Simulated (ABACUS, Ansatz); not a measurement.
## Cost and result for the equilibrium volume of ZnSe

```
Se Zn
1.0
     0.00000    2.83380    2.83380
     2.83380    0.00000    2.83380
     2.83380    2.83380    0.00000
Se Zn
1 1
Direct
  0.75000 0.75000 0.75000
  0.00000 0.00000 0.00000
```

```csv
rung,level,program and potentials,cutoff (eV),k mesh,smearing,task,core time,chip,equilibrium volume (Å³/atom),notes
GGA,RPBE,"Ansatz, Ansatz PAW",420,8 × 8 × 8,fermi-dirac 0.05,relaxation of cell and atoms,9.2 s,AMD EPYC 7B13 Zen 3,24.49,"potentials made for PBE, which Ansatz adapts in part"
GGA + dispersion,PBEsol+D4,"Ansatz, Ansatz PAW",420,8 × 8 × 8,fermi-dirac 0.05,relaxation of cell and atoms,18 s,Intel Xeon,21.91,"potentials made for PBE, which Ansatz adapts in part"
hybrid,PBEsol0,"Ansatz, Ansatz PAW",420,4 × 4 × 4,fermi-dirac 0.05,relaxation of cell and atoms,2.4 min,Intel Xeon Skylake/Cascade Lake,22.40,"coarse mesh; potentials made for PBE, which Ansatz adapts in part"
hybrid,BHLYP,"Ansatz, Ansatz PAW",420,4 × 4 × 4,fermi-dirac 0.05,equation of state,2.5 min,Arm Neoverse V1,23.88,"coarse mesh; potentials made for PBE, which Ansatz adapts in part"
hybrid,HSE06,"Ansatz, Ansatz PAW",420,4 × 4 × 4,fermi-dirac 0.05,relaxation of cell and atoms,2.5 min,Intel Xeon Skylake/Cascade Lake,23.27,"coarse mesh; potentials made for PBE, which Ansatz adapts in part"
hybrid,r2SCANh,"Ansatz, Ansatz PAW",500,4 × 4 × 4,fermi-dirac 0.05,equation of state,2.7 min,Arm Neoverse V1,22.82,"coarse mesh; potentials made for PBE, which Ansatz adapts in part"
hybrid,CAM-B3LYP,"Ansatz, Ansatz PAW",420,4 × 4 × 4,fermi-dirac 0.05,equation of state,2.9 min,Arm Neoverse V1,23.26,"coarse mesh; potentials made for PBE, which Ansatz adapts in part"
hybrid,PBE0,"Ansatz, Ansatz PAW",420,4 × 4 × 4,fermi-dirac 0.05,equation of state,5.8 min,Intel Xeon Skylake/Cascade Lake,23.20,"coarse mesh; potentials made for PBE, which Ansatz adapts in part"
GGA,PBE,"ABACUS, GBRV ultrasoft 1.5 PBE, plane waves",544,6 × 6 × 6,fermi-dirac 0.05,equation of state,6.9 min,Intel Xeon Platinum 8488C Sapphire Rapids,23.61,-
```

Times are single runs on shared hosts and different chips, so they are rough; meshes, cutoffs and the tasks' sizes weigh on the time. All rows: no spin polarisation. Smearing widths are in eV. Meshes differ between rows, which moves values too. Meshes are those of the run's cell of 2 atoms unless a note names another. Relaxations start from the cell shown or near it and stop with a little pressure left. Misses use the values as printed. Runs on faulty files, with rough fits or with known faults for this quantity aren't shown. No row holds spin-orbit coupling.

Measured: 22.77 Å³/atom at 300 K (a printed reference work).

Task: Which of the timed runs without a coarse mesh or an atomic basis is the cheapest that comes within 1.5 % of the measured equilibrium volume?

Result: None of them does; the nearest misses by +3.7 %. The runs are for a static lattice, while measurements hold temperature and zero-point motion.
